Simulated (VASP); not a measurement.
# CoPdO₂: convergence, hyperfine tensors

CoPdO₂, R-3m (no. 166), 4 atoms in the cell. R2SCAN, hyperfine tensors; PAW potentials Pd_pv, Co_sv, O (PBE set). VASP 6.6.1.

Wanted: contact field within 0.5 T.

POSCAR:
```
CoPdO2
1.0
    1.4316899074      0.8265865534      5.9577715763
   -1.4316899074      0.8265865534      5.9577715763
    0.0000000000     -1.6531731068      5.9577715763
Pd Co O
1 1 2
Direct
    0.0000000000      0.0000000000      0.0000000000
    0.5000000000      0.5000000000      0.5000000000
    0.1124760000      0.1124760000      0.1124760000
    0.8875240000      0.8875240000      0.8875240000
```

## ENCUT (eV)

| ENCUT (eV) | Contact field, largest deviation (T) | SCF iterations | Time (s) |
|---|---|---|---|
| 400 | 0.90 | 33 | 416 |
| 500 | 0.87 | 30 | 611 |
| 600 | 0.08 | 31 | 802 |
| 700 | 0.08 | 29 | 1218 |
| 800 | 0.03 | 31 | 1585 |
| 1000 (reference) | 0.00 | 29 | 1775 |

## Question

The rows run from the loosest to the tightest. For each series: choose the loosest value from which every tighter one stays within half of the tolerance.

## Answer

- ENCUT (eV): 600

## All choices together

| Input | Contact field, largest deviation (T) | Time (s) |
|---|---|---|
| defaults, on a 4 × 4 × 4 mesh (naive) | 10.23 | 218 |
| chosen settings | 0.08 | 802 |
| reference settings throughout | 0.00 | 1775 |

The chosen settings stay within the tolerance of the reference run, but the reference itself isn't shown to be converged in: k mesh, EDIFF (eV).

Values of the reference run: Contact field: 15.67, -15.02, 14.07, 14.07 T, contact field at the nucleus, positive along the cell's up spin.

## The input

INCAR:
```
SYSTEM = CoPdO2
METAGGA = R2SCAN
LMIXTAU = .True.
PREC = Accurate
ENCUT = 600
EDIFF = 1E-7
LREAL = .False.
LASPH = .True.
ALGO = Normal
NELM = 120
LWAVE = .False.
LCHARG = .False.
ISMEAR = 0
SIGMA = 0.02
ISPIN = 2
MAGMOM = 0 2 0 0
LORBIT = 11
LMAXMIX = 4
LHYPERFINE = .True.
NGYROMAG = -1.9590 10.0771 -5.7742
KPAR = 4
```

KPOINTS:
```
Automatic mesh
0
Gamma
  6 6 6
  0 0 0
```

Commands:
```
cat potpaw_PBE.64/Pd_pv/POTCAR potpaw_PBE.64/Co_sv/POTCAR potpaw_PBE.64/O/POTCAR > POTCAR
mpirun -np 4 vasp_std > vasp.out
```

Limits: The run is of the ferromagnetic state, which has no gap here; the crystal's own order and gap may differ; these potentials hold the 3s shell of Co in the valence; contact fields change markedly between the two kinds.

The chosen input took VASP 6.6.1 802 s on 4 cores (Intel Xeon Platinum 8259CL @ 2.50GHz (Skylake/Cascade Lake)), a shared host.

## An input that fails: one k point for a small cell

It runs to its end, but against the unchanged starting input it is off by 68.67 T in the contact field.

k mesh: 6 × 6 × 6 becomes 1 × 1 × 1.

Changes against the starting input:
```
- KPAR = 4
```
